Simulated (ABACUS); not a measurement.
Runs of ABACUS 3.10.1 on BN. The structure is cubic, space group F-43m (No. 216). Conventional cell: a = 3.626 Å, b = 3.626 Å, c = 3.626 Å, α = 90.00°, β = 90.00°, γ = 90.00°. N (site symmetry -43m) is surrounded by 4 B at 1.57 Å. B (site symmetry -43m) is surrounded by 4 N at 1.57 Å. The cell is a database's computed one.

```tsv
task	level	potentials or basis	cell	k mesh	cutoff (eV)	SCF threshold on the density	eigensolver	symmetry key	optimiser	force threshold	gap on the mesh (eV)	pressure (GPa)	relaxed volume (Å³/atom)
single point	r2SCAN	SG15 ONCV 1.2 PBE, DZP LCAO (the cutoffs set its grid)	as given	10 × 10 × 10	1361	1e-07	genelpa	1	-	-	4.97	-4.3	-
relaxation of cell and atoms	PBE	SPMS ONCV 1.0 PBE, DZP LCAO (the cutoffs set its grid)	relaxed	12 × 12 × 12	1361	1e-07	genelpa	1	ASE BFGSLineSearch	0.02 eV/Å	4.54	-0.2	-
relaxation of cell and atoms	r2SCAN	SG15 ONCV 1.2 PBE, plane waves	relaxed	8 × 8 × 8	1320	1e-08	dav	1	ASE FIRE	0.03 eV/Å	4.99	0.3	5.87
single point	PBE	SPMS ONCV 1.0 PBE, DZP LCAO (the cutoffs set its grid)	as given	12 × 12 × 12	1361	1e-07	genelpa	1	-	-	4.54	-0.2	-
relaxation of cell and atoms	PW91	GBRV ultrasoft 1.5 PBE, plane waves	relaxed	10 × 10 × 10	544	1e-08	dav	1	cg	0.005 eV/Å	4.51	0.0	(a)
single point	r2SCAN	SG15 ONCV 1.2 PBE, plane waves	as given	8 × 8 × 8	1320	1e-08	dav	1	-	-	4.97	-5.7	-
single point	PW91	GBRV ultrasoft 1.5 PBE, plane waves	as given	10 × 10 × 10	544	1e-08	dav	1	-	-	4.51	(b)	-
```

Alike in all rows: no spin polarisation; smearing fermi-dirac 0.05 eV.

**Question.** Fill in the values left out.

**Answer.** (a) 5.95; (b) -0.6.

Caveats: the potentials were made for another functional, which shifts forces and pressure (some runs); the atomic orbitals were generated for these runs and aren't a published set (some runs); the basis of atomic orbitals isn't converged, which shifts pressures, moduli and gaps (some runs); the relaxation stopped at its first step, so nothing moved (some runs).

A k mesh can miss the band edges.
